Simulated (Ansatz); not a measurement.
The reference is LaAlO3 in the cubic perovskite structure (space group Pm-3m, No. 221; a = 3.7869 Å).

The values are results of r2SCAN (Ansatz, a program for electronic structure, PAW, scalar-relativistic without spin-orbit coupling), not measurements.

For the base:

- Gap character = indirect, R → Γ
- Gap between the host's bands = 4.02 eV

The change: 0.543 holes added to each cell, a density of 1.0×10^22 cm⁻³, with a uniform compensating background at fixed cell and a 300 K Fermi–Dirac width.

Q: Estimate the effect on the gap character.

A: The gap character stays indirect, R → Γ.

Q: What happens to the Fermi level from band edge?

A: The Fermi level relative to the doped band's edge (positive inside the band; to 0.05 eV) amounts to +0.20 eV.

Q: Estimate the effect on the gap between the host's bands.

A: The gap between the host's bands grows by 0.45 eV to 4.47 eV.

Carriers are added with a uniform compensating background; total energy and stress of such cells depend on the potential's zero and are not compared; many-body gap narrowing is missing at this level. No phonon test of stability was made. Many cubic perovskites are stable only at high temperature; tilts and polar distortions were not tested.
